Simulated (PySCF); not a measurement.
Simulated outer-valence photoelectron spectrum of `NC(N)=O` (urea). Method used: EOM-IP-CCSD/aug-cc-pVDZ in PySCF, restricted Hartree–Fock reference, frozen core, non-relativistic, gas phase, PBE0-D3(BJ)/def2-SVP geometry.

Each root has a Gaussian of 0.3 eV full width with its one-hole share as area; cross sections and vibrations are left out, and the highest printed point is 100.

(ionisation energy (eV), intensity): (9.6, 1), (9.8, 18), (10.0, 54), (10.2, 16), (10.4, 55), (10.6, 100), (10.8, 16), (11.0, 0), (11.2, 0), (11.4, 0), (11.6, 0), (11.8, 0), (12.0, 0), (12.2, 0), (12.4, 0), (12.6, 0), (12.8, 0), (13.0, 0), (13.2, 0), (13.4, 0), (13.6, 0), (13.8, 0), (14.0, 0), (14.2, 0), (14.4, 5), (14.6, 46), (14.8, 69), (15.0, 47), (15.2, 5), (15.4, 0), (15.6, 0), (15.8, 1), (16.0, 29), (16.2, 50), (16.4, 7), (16.6, 0), (16.8, 0), (17.0, 0), (17.2, 0), (17.4, 0), (17.6, 0), (17.8, 0), (18.0, 1), (18.2, 29), (18.4, 69), (18.6, 61), (18.8, 13), (19.0, 0)

Question: Where are the maxima, and how many lines lie under the curve?

Answer: 5 maxima, at 10.0, 10.6, 14.8, 16.1 and 18.5 eV, from 8 lines. At this width some lines have no maximum of their own.

Question: List the lines with their holes.

Answer: 
| E (eV) | leading hole (HF orbital) | area | Koopmans (eV) |
| --- | --- | --- | --- |
| 9.99 | HOMO | 0.94 | 11.44 |
| 10.54 | HOMO-1 | 0.94 | 11.86 |
| 10.56 | HOMO-2 | 0.94 | 12.16 |
| 14.68 | HOMO-4 | 0.94 | 16.67 |
| 14.92 | HOMO-3 | 0.92 | 16.42 |
| 16.15 | HOMO-5 | 0.96 | 17.35 |
| 18.34 | HOMO-6 | 0.95 | 19.77 |
| 18.59 | HOMO-7 | 0.94 | 20.16 |

The widest gap, 4.12 eV, lies between 10.56 and 14.68 eV. Only orbitals with −ε under 21 eV, eight at most, were ionised, so the high end of the curve may lack lines.

Conformer computed: `[NH2:1][C:2]([NH2:3])=[O:4]`: H–N1–C2–N3 -169°, H–N1–C2–N3 -27°, H–N3–C2–N1 -28°, H–N3–C2–N1 -168°.

One conformer stands for the species.
